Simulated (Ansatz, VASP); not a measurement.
## One calculation of HfO2, two programs

```
Hf O
1.0
     3.21739    0.00000    0.00000
    -1.60870    2.78634    0.00000
     0.00000    0.00000    5.00895
Hf O
1 2
Cartesian
  0.0000 0.0000 0.0000
  0.0000 1.8576 0.9653
  1.6087 0.9288 4.0436
```

Alike in both runs: functional PBEsol; k mesh 12 × 12 × 6; occupations gaussian, width 0.05 eV; no spin polarisation.

Ansatz relaxed the structure, and its values are those at the end. VASP's run is a single point on that final structure, the one shown.

|  | VASP | Ansatz |
| --- | --- | --- |
| version | VASP 6.6.1 | Ansatz 0.2.0 |
| potentials or method | VASP PAW PBE potentials, release 64 (Hf_pv, O) | scalar-relativistic, plane waves, PAW |
| plane-wave cutoff (eV) | 520 | 420 |
| valence electrons in the cell | 22 | 38 |

|  | VASP | Ansatz | Ansatz less VASP |
| --- | --- | --- | --- |
| gap on the k mesh at the Fermi level (eV) | 4.71 | 4.69 | -0.028 |
| least direct gap on the mesh (eV) | 4.98 | 4.97 | -0.015 |
| pressure (GPa) | -1.9 | 0.3 | +2.19 |
| rms of the force components (eV/Å) | 0.089 | 0.002 | -0.0875 |

The two sets of potentials don't hold the same shells in valence.

Caveats: the PAW data sets were made with another functional, which shifts forces and pressure a little (VASP); spin-orbit coupling is left out, which moves the levels of the heavy elements. A hybrid or GW would open this gap; PBEsol tends to underestimate it. A k mesh can miss the band edges.
